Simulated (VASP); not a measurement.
# VN (Fm-3m) in VASP: band structure with PBE

Aim: the band structure of VN with PBE.

All numbers are computed with VASP 6.6.1; they aren't measurements. Logs are shortened: lines on timing, memory, paths and dates and some standing lists are left out, and cuts for length are marked.

### 1 The crystal as given

It takes space group Fm-3m (No. 225, cubic). The conventional cell has a = 4.119 Å, b = 4.119 Å, c = 4.119 Å, α = 90.00°, β = 90.00°, γ = 90.00°. V (site symmetry m-3m) is surrounded by 6 N at 2.06 Å. N (site symmetry m-3m) has 6 V at 2.06 Å as nearest neighbours.

The cell was built by a generator and needn't be a form met in nature.

### 2 Band structure, PBE, collinear spin, ferromagnetic start

The input, INCAR:

```
SYSTEM = VN
  ALGO = Normal
  AMIX = 0.2
  AMIX_MAG = 0.8
  BMIX = 1E-4
  BMIX_MAG = 1E-4
  EDIFF = 1E-6
  ENCUT = 520
  GGA = PE
  ICORELEVEL = 1
  ISIF = 2
  ISMEAR = 1
  ISPIN = 2
  LASPH = .True.
  LCHARG = .False.
  LMAXMIX = 4
  LORBIT = 11
  LREAL = .False.
  LWAVE = .False.
  MAGMOM = 2 0
  NBANDS = 20
  NELM = 150
  PREC = Accurate
  SIGMA = 0.1
```

The input, KPOINTS:

```
k-points
0
Gamma
  16 16 16
  0 0 0
```

The input, POSCAR:

```
VN                                      
1.0
    0.0000000000      2.0594948743      2.0594948743
    2.0594948743      0.0000000000      2.0594948743
    2.0594948743      2.0594948743      0.0000000000
  V               N             
     1     1
Direct
     0.0000000000000000    0.0000000000000000    0.0000000000000000
     0.5000000000000000    0.5000000000000000    0.5000000000000000
```

The input, KPOINTS_OPT:

```
explicit points
209
Reciprocal
 0.0000000000  0.0000000000  0.0000000000 1
 0.0263157895  0.0000000000  0.0263157895 1
 0.0526315789  0.0000000000  0.0526315789 1
 0.0789473684  0.0000000000  0.0789473684 1
 0.1052631579  0.0000000000  0.1052631579 1
 0.1315789474  0.0000000000  0.1315789474 1
[... 201 lines left out ...]
 0.4250000000  0.0000000000  0.4250000000 1
 0.4500000000  0.0000000000  0.4500000000 1
```

Potentials or basis: VASP PAW PBE potentials, release 64 (V_sv, N).

The run is started by

```sh
> cat potpaw_PBE.64/V_sv/POTCAR potpaw_PBE.64/N/POTCAR > POTCAR
> mpirun -np 1 vasp_std > vasp.out
```

OUTCAR:

```text
SYSTEM = VN
   AMIX = 0.2
   AMIX_MAG = 0.8
   EDIFF = 1E-6
   ENCUT = 520
   GGA = PE
   ISIF = 2
   ISMEAR = 1
   ISPIN = 2
   LASPH = .True.
   LORBIT = 11
   LREAL = .False.
   NELM = 150
   PREC = Accurate

 ion  position               nearest neighbor table
   1  0.000  0.000  0.000-   2 2.06   2 2.06   2 2.06   2 2.06   2 2.06   2 2.06
   2  0.500  0.500  0.500-   1 2.06   1 2.06   1 2.06   1 2.06   1 2.06   1 2.06

  LATTYP: Found a face centered cubic cell.
 ALAT       =     4.1189897486

  Lattice vectors:

 A1 = (   0.0000000000,   2.0594948743,   2.0594948743)
 A2 = (   2.0594948743,   0.0000000000,   2.0594948743)
 A3 = (   2.0594948743,   2.0594948743,   0.0000000000)

Analysis of symmetry for initial positions (statically):
=====================================================================
 Subroutine PRICEL returns:
 Original cell was already a primitive cell.

 Routine SETGRP: Setting up the symmetry group for a
 face centered cubic supercell.

 Subroutine GETGRP returns: Found 48 space group operations
 (whereof 48 operations were pure point group operations)
 out of a pool of 48 trial point group operations.

The static configuration has the point symmetry O_h .

Analysis of symmetry for dynamics (positions and initial velocities):
=====================================================================
 Subroutine PRICEL returns:
 Original cell was already a primitive cell.

 Routine SETGRP: Setting up the symmetry group for a
 face centered cubic supercell.

 Subroutine GETGRP returns: Found 48 space group operations
 (whereof 48 operations were pure point group operations)
 out of a pool of 48 trial point group operations.

The dynamic configuration has the point symmetry O_h .

Analysis of structural, dynamic, and magnetic symmetry:
=====================================================================
 Subroutine PRICEL returns:
 Original cell was already a primitive cell.

 Routine SETGRP: Setting up the symmetry group for a
 face centered cubic supercell.

 Subroutine GETGRP returns: Found 48 space group operations
 (whereof 48 operations were pure point group operations)
 out of a pool of 48 trial point group operations.

The overall configuration has the point symmetry O_h .

 Subroutine INISYM returns: Found 48 space group operations
 (whereof 48 operations are pure point group operations),
 and found     1 'primitive' translations

[... 119 lines left out ...]
   GGA     = PE    functional components
   LHFCALC =     F    Hartree Fock is set to
   AEXX    =    0.0000 exact exchange contribution
   IVDW    =     0    specifies the selected vdW correction
   LEPSILON=     F    determine dielectric tensor
   LRPA    =     F    only Hartree local field effects (RPA)
 spin polarized calculation
 Methfessel and Paxton  Order N= 1 SIGMA  =   0.10
  energy-cutoff  :      520.00
  volume of cell :       17.47
 maximum number of plane-waves:       495
 NGX is ok and might be reduce to    24
   NGX = 11   NGY = 11   NGZ = 11

 number of electron      18.0000005 magnetization      -0.0331894

 number of electron      18.0000005 magnetization       0.0010364

 Free energy of the ion-electron system (eV)
  ---------------------------------------------------
  ext. energy  EPLUGINS =         0.00000000
  ---------------------------------------------------
  free energy    TOTEN  =       -19.30147889 eV

  energy without entropy =      -19.30130609  energy(sigma->0) =      -19.30142129

 the core state eigenenergies are
   1-  1s  -5347.5122  2s   -586.1605  2p   -486.6395
   2-  1s   -365.8708

 E-fermi :  12.0247     XC(G=0): -13.6157

 val. band max:       11.9943987045   @ k =   0.3125   0.0625   0.0000
 cond. band min:      12.0305462872   @ k =  -0.4375   0.1875   0.0000
 fundamental gap:      0.0361475827
 Fermi energy:        12.0247004274

 spin component 1

 k-point     1 :       0.0000    0.0000    0.0000
  band No.  band energies     occupation
      1     -53.4419      1.00000
      2     -27.0745      1.00000
      3     -27.0745      1.00000
      4     -27.0745      1.00000
      5      -5.9920      1.00000
      6       9.7570      1.00000
[... 541 lines left out ...]
     19      36.4284      0.00000
     20      38.1283      0.00000

 [... further k-points ...]

 spin component 2

 k-point     1 :       0.0000    0.0000    0.0000
  band No.  band energies     occupation
      1     -53.4404      1.00000
      2     -27.0730      1.00000
      3     -27.0730      1.00000
      4     -27.0730      1.00000
      5      -5.9923      1.00000
      6       9.7567      1.00000
[... 541 lines left out ...]
     19      36.4288      0.00000
     20      38.1286      0.00000

 [... further k-points ...]

------------------------ aborting loop because EDIFF is reached ----------------------------------------

  FORCE on cell =-STRESS in cart. coord.  units (eV):
  Direction    XX          YY          ZZ          XY          YZ          ZX
  --------------------------------------------------------------------------------------
  -------------------------------------------------------------------------------------
  Total        0.0245813      0.0245813      0.0245813      0.0000000      0.0000000      0.0000000
  in kB        2.2542533      2.2542533      2.2542533      0.0000000      0.0000000      0.0000000
  external PRESSURE =       2.2542533 kB  Pullay stress =       0.0000000 kB

 VOLUME and BASIS-vectors are now :
 -----------------------------------------------------------------------------
  energy-cutoff  :      520.00
  volume of cell :       17.47
      direct lattice vectors                 reciprocal lattice vectors
     0.000000000  2.059494874  2.059494874    -0.242777977  0.242777977  0.242777977
     2.059494874  0.000000000  2.059494874     0.242777977 -0.242777977  0.242777977
     2.059494874  2.059494874  0.000000000     0.242777977  0.242777977 -0.242777977

 POSITION                                       TOTAL-FORCE (eV/Angst)
 -----------------------------------------------------------------------------------
      0.00000      0.00000      0.00000        -0.000000      0.000000     -0.000000
      2.05949      2.05949      2.05949         0.000000     -0.000000      0.000000
 -----------------------------------------------------------------------------------
    total drift:                                0.000000     -0.000000     -0.000000

  FREE ENERGIE OF THE ION-ELECTRON SYSTEM (eV)
  ---------------------------------------------------
  free  energy   TOTEN  =       -19.3014788866 eV

  energy  without entropy=      -19.3013060928  energy(sigma->0) =      -19.30142129

 total charge

# of ion       s       p       d       tot
------------------------------------------
    1        2.239   6.279   3.152  11.670
    2        1.246   2.514   0.000   3.760
--------------------------------------------------
tot          3.485   8.793   3.152  15.430

 magnetization (x)

# of ion       s       p       d       tot
------------------------------------------
    1        0.000   0.000   0.001   0.001
    2        0.000  -0.000   0.000  -0.000
--------------------------------------------------
tot          0.000  -0.000   0.001   0.001
```

OSZICAR:

```text
N       E                     dE             d eps       ncg     rms          rms(c)
DAV:   1     0.148174448431E+03    0.14817E+03   -0.91316E+03 11652   0.103E+03
DAV:   2    -0.187595012331E+02   -0.16693E+03   -0.15789E+03 12136   0.319E+02
DAV:   3    -0.240717497240E+02   -0.53122E+01   -0.52639E+01 13200   0.604E+01
[... 20 lines left out ...]
DAV:   7    -0.315932283131E+05   -0.26473E-05     8496
DAV:   8    -0.315932283134E+05   -0.32702E-06     8044
       N       E                     dE             ncg
DAV:   1     0.504330437373E+05   -0.57276E+05     5176
DAV:   2     0.403189431575E+05   -0.10114E+05     5500
DAV:   3     0.400186847543E+05   -0.30026E+03     5768
DAV:   4     0.400174123887E+05   -0.12724E+01     5652
DAV:   5     0.400174056325E+05   -0.67562E-02     5800
DAV:   6     0.400174055587E+05   -0.73795E-04     5636
DAV:   7     0.400174055578E+05   -0.94972E-06     3920
```

stdout:

```text
POSCAR found type information on POSCAR V N
 POSCAR found :  2 types and       2 ions
 scaLAPACK will be used
 LDA part: xc-table for (Slater+PW92), standard interpolation
 POSCAR, INCAR and KPOINTS ok, starting setup
 FFT: planning ... GRIDC
 FFT: planning ... GRID_SOFT
 FFT: planning ... GRID
 WAVECAR not read
 entering main loop
 Start KPOINTS_OPT (optional k-point list driver)
k-point batch [1-145\209]
k-point batch [146-209\209]
```

It took 58 s on 1 thread of Intel Xeon 6975P-C (Granite Rapids), shared host; peak memory 0.26 GiB.

What came out:

| Item | Value |
| --- | --- |
| Free energy | -19.3015 eV |
| Pressure | 0.2 GPa |
| Band gap along the path | none (metal or under the smearing width) |
| Net moment | 0.00 μB per cell |
| Valence electrons inside the program's atomic spheres | V 11.67; N 3.76 |

Levels at the corners of the path, in eV from the Fermi level:
Spin up:
| point | band 6 | band 7 | band 8 | band 9 | band 10 | band 11 | band 12 | band 13 |
| --- | --- | --- | --- | --- | --- | --- | --- | --- |
| Γ | -2.27 | -2.27 | -2.27 | -1.57 | -1.57 | -1.57 | -0.50 | -0.50 |
| X | -6.71 | -3.86 | -3.70 | -3.70 | 0.47 | 1.18 | 1.18 | 2.66 |
| X | -6.71 | -3.86 | -3.70 | -3.70 | 0.47 | 1.18 | 1.18 | 2.66 |
| W | -6.26 | -6.26 | -6.01 | 0.10 | 0.10 | 1.18 | 2.12 | 2.84 |
| W | -6.26 | -6.26 | -6.01 | 0.10 | 0.10 | 1.18 | 2.12 | 2.84 |
| K | -6.56 | -6.55 | -5.08 | -1.21 | 0.82 | 1.27 | 2.62 | 2.78 |
| K | -6.56 | -6.55 | -5.08 | -1.21 | 0.82 | 1.27 | 2.62 | 2.78 |
| Γ | -2.27 | -2.27 | -2.27 | -1.57 | -1.57 | -1.57 | -0.50 | -0.50 |
| Γ | -2.27 | -2.27 | -2.27 | -1.57 | -1.57 | -1.57 | -0.50 | -0.50 |
| L | -8.94 | -6.13 | -6.13 | 0.56 | 0.56 | 1.43 | 4.97 | 4.97 |
| L | -8.94 | -6.13 | -6.13 | 0.56 | 0.56 | 1.43 | 4.97 | 4.97 |
| U | -6.56 | -6.55 | -5.08 | -1.21 | 0.82 | 1.27 | 2.62 | 2.78 |
| U | -6.56 | -6.55 | -5.08 | -1.21 | 0.82 | 1.27 | 2.62 | 2.78 |
| W | -6.26 | -6.26 | -6.01 | 0.10 | 0.10 | 1.18 | 2.12 | 2.84 |
| W | -6.26 | -6.26 | -6.01 | 0.10 | 0.10 | 1.18 | 2.12 | 2.84 |
| L | -8.94 | -6.13 | -6.13 | 0.56 | 0.56 | 1.43 | 4.97 | 4.97 |
| L | -8.94 | -6.13 | -6.13 | 0.56 | 0.56 | 1.43 | 4.97 | 4.97 |
| K | -6.56 | -6.55 | -5.08 | -1.21 | 0.82 | 1.27 | 2.62 | 2.78 |
| U | -6.56 | -6.55 | -5.08 | -1.21 | 0.82 | 1.27 | 2.62 | 2.78 |
| X | -6.71 | -3.86 | -3.70 | -3.70 | 0.47 | 1.18 | 1.18 | 2.66 |
Spin down:
```
point  band 6  band 7  band 8  band 9  band 10  band 11  band 12  band 13
    Γ   -2.27   -2.27   -2.27   -1.57    -1.57    -1.57    -0.50    -0.50
    X   -6.71   -3.86   -3.70   -3.70     0.47     1.18     1.18     2.66
    X   -6.71   -3.86   -3.70   -3.70     0.47     1.18     1.18     2.66
    W   -6.26   -6.26   -6.01    0.10     0.10     1.18     2.13     2.84
    W   -6.26   -6.26   -6.01    0.10     0.10     1.18     2.13     2.84
    K   -6.56   -6.55   -5.07   -1.21     0.82     1.27     2.62     2.78
    K   -6.56   -6.55   -5.07   -1.21     0.82     1.27     2.62     2.78
    Γ   -2.27   -2.27   -2.27   -1.57    -1.57    -1.57    -0.50    -0.50
    Γ   -2.27   -2.27   -2.27   -1.57    -1.57    -1.57    -0.50    -0.50
    L   -8.94   -6.13   -6.13    0.56     0.56     1.43     4.97     4.97
    L   -8.94   -6.13   -6.13    0.56     0.56     1.43     4.97     4.97
    U   -6.56   -6.55   -5.07   -1.21     0.82     1.27     2.62     2.78
    U   -6.56   -6.55   -5.07   -1.21     0.82     1.27     2.62     2.78
    W   -6.26   -6.26   -6.01    0.10     0.10     1.18     2.13     2.84
    W   -6.26   -6.26   -6.01    0.10     0.10     1.18     2.13     2.84
    L   -8.94   -6.13   -6.13    0.56     0.56     1.43     4.97     4.97
    L   -8.94   -6.13   -6.13    0.56     0.56     1.43     4.97     4.97
    K   -6.56   -6.55   -5.07   -1.21     0.82     1.27     2.62     2.78
    U   -6.56   -6.55   -5.07   -1.21     0.82     1.27     2.62     2.78
    X   -6.71   -3.86   -3.70   -3.70     0.47     1.18     1.18     2.66
```

Core levels (eV, on the scale of the bands):
```
atom                            levels
 1 V  1s -5347.5, 2s -586.2, 2p -486.6
 2 N                         1s -365.9
```
